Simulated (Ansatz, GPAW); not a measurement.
This is a calculation of KBr for GPAW 26.7.0 (ASE script). 

File run.py:

```python
from ase.dft.bandgap import bandgap
from ase.io import read, write
from ase.units import GPa
from gpaw import GPAW, PW

atoms = read('POSCAR')

calc = GPAW(mode=PW(600),
            xc='PBE',
            kpts={'size': (7, 7, 7), 'gamma': True},
            occupations={'name': 'methfessel-paxton', 'order': 0, 'width': 0.03},
            nbands=16,
            convergence={'density': 1e-05, 'energy': 1e-05},
            maxiter=150,
            txt='gpaw.txt')
atoms.calc = calc
energy = atoms.get_potential_energy()
forces = atoms.get_forces()
stress = atoms.get_stress()
calc.write('gs.gpw')
write('result.traj', atoms)
print(f'Energy: {energy:.6f} eV')
print('Forces (eV/A):')
print(forces.round(4))
print('Stress (GPa):', (stress / GPa).round(3))
print('Fermi level:', round(calc.get_fermi_level(), 4), 'eV')
print(f'Gap: {bandgap(calc)[0]:.4f} eV, direct: {bandgap(calc, direct=True)[0]:.4f} eV')
```

The input POSCAR:

```
KBr
1.0
    0.0000000000      3.3000000000      3.3000000000
    3.3000000000      0.0000000000      3.3000000000
    3.3000000000      3.3000000000      0.0000000000
Br K
1 1
Direct
    0.5000000000      0.5000000000      0.5000000000
    0.0000000000      0.0000000000      0.0000000000
```

Potentials or basis: GPAW PAW data sets (gpaw-data 1.2.1), pw.

Run with:

```sh
$ OMP_NUM_THREADS=1 python run.py
```

What does the same run look like in Ansatz 0.2.0? Potentials or basis there: all-electron LAPW, scalar-relativistic.

As run (cutoffs and basis follow the program's own potentials, and thresholds, step limits or extra output files can differ):

input.yaml

```yaml
crystal:
  lattice:
    - [0.0, 3.3, 3.3]
    - [3.3, 0.0, 3.3]
    - [3.3, 3.3, 0.0]
  atoms:
    - { symbol: Br, position: [0.5, 0.5, 0.5] }
    - { symbol: K, position: [0.0, 0.0, 0.0] }
kpoints:
  mp_grid: { grid: [7, 7, 7] }
scf:
  occupations: { method: gaussian, width: 0.03 }
hamiltonian:
  xc: pbe
  pseudopotentials: { kind: all_electron, lapw: { basis_error: 0.001 } }
output:
  forces: true
  stress: true
  eigenvalues: true
```

Potentials or basis: all-electron LAPW, scalar-relativistic.

The run is started by

```sh
$ ansatz run input.yaml --threads 1 --pin off --max-ram 3072MiB --backend cpu --events-out ev --progress --plain --runs-dir out
```

Both were run:

|  | GPAW | Ansatz |
| --- | --- | --- |
| Pressure | 0.7 GPa | 0.7 GPa |

Where Ansatz's input types no cutoff or centring, it takes its own default and a Γ-centred mesh.

Pressure is positive in compression.
